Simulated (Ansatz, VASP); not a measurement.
# One calculation of PbS (Galena), two programs

```xyz
2
Lattice="0.0000 2.9657 2.9657 2.9657 0.0000 2.9657 2.9657 2.9657 0.0000" Properties=species:S:1:pos:R:3 pbc="T T T"
Pb    0.0000    0.0000    0.0000
S     2.9657    2.9657    2.9657
```

Alike in both runs: task band structure; functional LDA; k mesh 6 × 6 × 6; occupations fermi-dirac, width 0.05 eV; spin-orbit coupling, no magnetisation.

```csv
,VASP,Ansatz
version,VASP 6.6.1,Ansatz 0.2.0
potentials or method,"VASP PAW LDA potentials, release 64 (Pb_d, S)",Ansatz PAW
plane-wave cutoff (eV),520,420
valence electrons in the cell,20,20
```

|  | VASP | Ansatz | Ansatz less VASP |
| --- | --- | --- | --- |
| gap on the k mesh at the Fermi level (eV) | 0.13 | 0.21 | +0.079 |
| least direct gap on the mesh (eV) | 0.13 | 0.21 | +0.079 |
| gap along the band path (eV) | 0.13 | 0.21 | +0.079 |
| pressure (GPa) | -3.1 | -3.3 | -0.20 |

Caveats: the PAW data sets come from PBE, with cores solved anew for the run's functional, which leaves a small shift of forces and pressure (Ansatz).
